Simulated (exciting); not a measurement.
# MoS2 (R-3m) in exciting: reference runs

Aim: a first look at MoS2 with PBEsol, on the cell as given.

Everything below comes from runs of exciting (release sodium). Logs are shortened: lines on timing, memory, paths and dates and some standing lists are left out, and cuts for length are marked.

## Step 1: Starting point

The structure is trigonal, space group R-3m (No. 166). Conventional cell: a = 3.171 Å, b = 3.171 Å, c = 18.345 Å, α = 90.00°, β = 90.00°, γ = 120.00°. Mo (site symmetry -3m) is surrounded by 6 S at 2.39 Å. S (site symmetry 3m) is surrounded by 3 Mo at 2.39 Å.

Measurements of this composition are mostly on another form, of space group No. 194.

## Step 2: Single point, PBEsol

File input.xml:

```xml
<input>
  <title>MoS2</title>
  <structure speciespath="./" tshift="false">
    <crystal scale="1">
      <basevect>2.996160770594 1.729834227438 11.555668953062</basevect>
      <basevect>-2.996160770594 1.729834227438 11.555668953062</basevect>
      <basevect>0.000000000000 -3.459668454875 11.555668953062</basevect>
    </crystal>
    <species speciesfile="Mo.xml" rmt="2.3">
      <atom coord="0.000000000000 0.000000000000 0.000000000000"/>
    </species>
    <species speciesfile="S.xml" rmt="1.9">
      <atom coord="0.250000000000 0.250000000000 0.250000000000"/>
      <atom coord="0.750000000000 0.750000000000 0.750000000000"/>
    </species>
  </structure>
  <groundstate do="fromscratch" ngridk="10 10 10" rgkmax="7.5" gmaxvr="14" lmaxapw="10" lmaxmat="10" lmaxvr="8" xctype="GGA_PBE_SOL" stype="Fermi Dirac" swidth="0.00183747" nempty="16" ValenceRelativity="iora*" epsengy="1e-05" epspot="1e-05" maxscl="60" tforce="true" outputlevel="normal"/>
  <properties>
    <chargedensityplot>
      <plot3d>
        <box grid="32 32 32">
          <origin coord="0 0 0"/>
          <point coord="1 0 0"/>
          <point coord="0 1 0"/>
          <point coord="0 0 1"/>
        </box>
      </plot3d>
    </chargedensityplot>
    <elfplot>
      <plot3d>
        <box grid="32 32 32">
          <origin coord="0 0 0"/>
          <point coord="1 0 0"/>
          <point coord="0 1 0"/>
          <point coord="0 0 1"/>
        </box>
      </plot3d>
    </elfplot>
    <exccplot>
      <plot3d>
        <box grid="32 32 32">
          <origin coord="0 0 0"/>
          <point coord="1 0 0"/>
          <point coord="0 1 0"/>
          <point coord="0 0 1"/>
        </box>
      </plot3d>
    </exccplot>
  </properties>
</input>
```

Potentials or basis: all-electron LAPW+lo, shipped species files, valence relativity iora*.

On the command line:

```bash
$ OMP_NUM_THREADS=1 exciting_smp
```

INFO.OUT:

```text
================================================================================
EXCITING SODIUM started
[... 10 lines left out ...]

 Lattice vectors (cartesian) :
      2.9961607706      1.7298342274     11.5556689531
     -2.9961607706      1.7298342274     11.5556689531
      0.0000000000     -3.4596684549     11.5556689531

 Reciprocal lattice vectors (cartesian) :
      1.0485394123      0.6053745120      0.1812439514
     -1.0485394123      0.6053745120      0.1812439514
     -0.0000000000     -1.2107490239      0.1812439514

 Unit cell volume                           :     359.3485870050
 Brillouin zone volume                      :       0.6902774142

 Species :    1 (Mo)
     parameters loaded from                 :    Mo.xml
     name                                   :    molybdenum
     nuclear charge                         :     -42.00000000
     electronic charge                      :      42.00000000
     atomic mass                            :  174887.92120000
     muffin-tin radius                      :       2.30000000
     # of radial points in muffin-tin       :     400

     atomic positions (lattice) :
       1 :   0.00000000  0.00000000  0.00000000

 Species :    2 (S)
     parameters loaded from                 :    S.xml
     name                                   :    sulphur
     nuclear charge                         :     -16.00000000
     electronic charge                      :      16.00000000
     atomic mass                            :   58452.74216000
     muffin-tin radius                      :       1.90000000
     # of radial points in muffin-tin       :     300

     atomic positions (lattice) :
       1 :   0.25000000  0.25000000  0.25000000
       2 :   0.75000000  0.75000000  0.75000000

 Total number of atoms per unit cell        :       3

 Spin treatment                             :    spin-unpolarised

 Number of Bravais lattice symmetries       :      12
 Number of crystal symmetries               :      12

 k-point grid                               :      10   10   10
 Total number of k-points                   :     116
 k-point set is reduced with crystal symmetries

 R^MT_min * |G+k|_max (rgkmax)              :       7.50000000
 Species with R^MT_min                      :       2 (S)
 Maximum |G+k| for APW functions            :       3.94736842
 Maximum |G| for potential and density      :      14.00000000

 G-vector grid sizes                        :      54    54    54
 Total number of G-vectors                  :   16701

 Maximum angular momentum used for
     APW functions                          :      10
     computing H and O matrix elements      :      10
     potential and density                  :       8
     inner part of muffin-tin               :       2

 Total nuclear charge                       :     -74.00000000
 Total electronic charge                    :      74.00000000
 Total core charge                          :      48.00000000
 Total valence charge                       :      26.00000000

 Number of empty states                     :      16
 Total number of valence states             :      30

 Maximum Hamiltonian size                   :     403
 Maximum number of plane-waves              :     382
 Total number of local-orbitals             :      21

 Exchange-correlation type                  :      22
     PBEsol, Phys. Rev. Lett. 100, 136406 (2008)
     Generalised gradient approximation (GGA)

[... 20 lines left out ...]
+ SCF iteration number :    1                                                  +
++++++++++++++++++++++++++++++++++++++++++++++++++++++++++++++++++++++++++++++++
 Total energy                               :     -4828.71532706
 _______________________________________________________________
 Fermi energy                               :         0.31487315
 Kinetic energy                             :      5008.41921350
 Coulomb energy                             :     -9665.60835329
 Exchange energy                            :      -167.56249391
 Correlation energy                         :        -3.96369336
[... 370 lines left out ...]
 RMS change in effective potential (target) :  0.594120E-08  ( 0.100000E-04)
 Absolute change in total energy   (target) :  0.411087E-05  ( 0.100000E-04)
 Charge distance                   (target) :  0.444914E-08  ( 0.100000E-04)
 Abs. change in max-nonIBS-force   (target) :  0.379728E-06  ( 0.500000E-04)

++++++++++++++++++++++++++++++++++++++++++++++++++++++++++++++++++++++++++++++++
| Convergency criteria checked for the last 2 iterations                       +
| Convergence targets achieved. Performing final SCF iteration                 +
++++++++++++++++++++++++++++++++++++++++++++++++++++++++++++++++++++++++++++++++
 Total energy                               :     -4844.64696664
 _______________________________________________________________
 Fermi energy                               :         0.30142035
 Kinetic energy                             :      4996.27870440
 Coulomb energy                             :     -9669.16447011
 Exchange energy                            :      -167.78883453
 Correlation energy                         :        -3.97236640

 DOS at Fermi energy (states/Ha/cell)       :        17.75127351

 Electron charges :
     core                                   :        48.00000000
     core leakage                           :         0.00104589
     valence                                :        26.00000000
     interstitial                           :         7.19806853
     charge in muffin-tin spheres :
                  atom     1    Mo          :        39.64691590
                  atom     2     S          :        13.57750779
                  atom     3     S          :        13.57750779
     total charge in muffin-tins            :        66.80193147
     total charge                           :        74.00000000

++++++++++++++++++++++++++++++++++++++++++++++++++++++++++++++++++++++++++++++++
+ Self-consistent loop stopped                                                 +
++++++++++++++++++++++++++++++++++++++++++++++++++++++++++++++++++++++++++++++++
 STATE.OUT is written

--------------------------------------------------------------------------------
- Writing atomic positions and forces                                          -
--------------------------------------------------------------------------------

 Atomic positions (lattice) :
 atom     1  Mo  :     0.00000000    0.00000000    0.00000000
 atom     2   S  :     0.25000000    0.25000000    0.25000000
 atom     3   S  :     0.75000000    0.75000000    0.75000000

 Total atomic forces including IBS (cartesian) :
 atom     1  Mo  :    -0.00000000   -0.00000000   -0.00000000
 atom     2   S  :    -0.00000000   -0.00000000   -0.01548584
 atom     3   S  :     0.00000000    0.00000000    0.01548584

 Atomic force components including IBS (cartesian) :
 atom     1  Mo  :    -0.00000000    0.00000000    0.00000000   HF force
                 :     0.00000000   -0.00000000   -0.00000000   core correction
                 :     0.00000000    0.00000000    0.00000000   IBS correction
 atom     2   S  :    -0.00000000   -0.00000000   -0.54942081   HF force
                 :     0.00000000    0.00000000    0.51737636   core correction
                 :    -0.00000000    0.00000000    0.01655861   IBS correction
 atom     3   S  :     0.00000000    0.00000000    0.54942081   HF force
                 :    -0.00000000   -0.00000000   -0.51737636   core correction
                 :    -0.00000000   -0.00000000   -0.01655861   IBS correction

********************************************************************************
[... 7 lines left out ...]
| EXCITING SODIUM stopped                                                      =
================================================================================
```

stdout:

```text
Info(rhoplot):
 3D density plot written to RHO3D.xml

Info(potplot):
 3D Coulomb potential plot written to VCL3D.xml
 3D exchange-correlation potential plot written to VXC3D.xml

Info(elfplot): 3D ELF plot written to ELF3D.xml
```

WARNINGS.OUT:

```text
Inversion symmetry is present. Consider using input%groundstate%solver%type = "inversionsymmetry"
```

Wall time 9.6 min (1 thread of Arm Neoverse V1, shared host); peak memory 0.19 GiB.

What came out:

```
Free energy                                       : -131829.5658 eV
Largest force                                     : 0.796 eV/Å
Band gap on the k mesh                            : none (metal or under the smearing width)
All electrons inside the program's atomic spheres : Mo 39.65; S 13.58 (radii Mo 2.3, S 1.9 bohr)
```

Forces in eV/Å, atoms in the order of the input:
```
Mo   0.000  0.000  0.000
S    0.000  0.000 -0.796
S    0.000  0.000  0.796
```

Levels at points of the mesh, in eV from the Fermi level:
| k point | band 11 | band 12 | band 13 | band 14 | band 15 | band 16 |
| --- | --- | --- | --- | --- | --- | --- |
| (0.00, 0.00, 0.00) | -1.29 | -1.08 | -1.08 | -0.26 | -0.26 | 3.37 |
| (0.50, 0.00, 0.00) | -2.87 | -1.98 | -1.62 | 1.01 | 1.93 | 3.39 |
| (0.50, 0.50, 0.00) | -2.89 | -2.29 | -1.84 | 1.01 | 1.71 | 3.84 |
| (0.50, 0.50, 0.50) | -1.07 | -1.07 | -0.36 | -0.36 | -0.07 | 3.49 |

Caveat: the log's total energy holds no entropy term; the free energy is that total less TS from the occupations; the cell's inner coordinates are idealised or old, which leaves forces on the atoms.
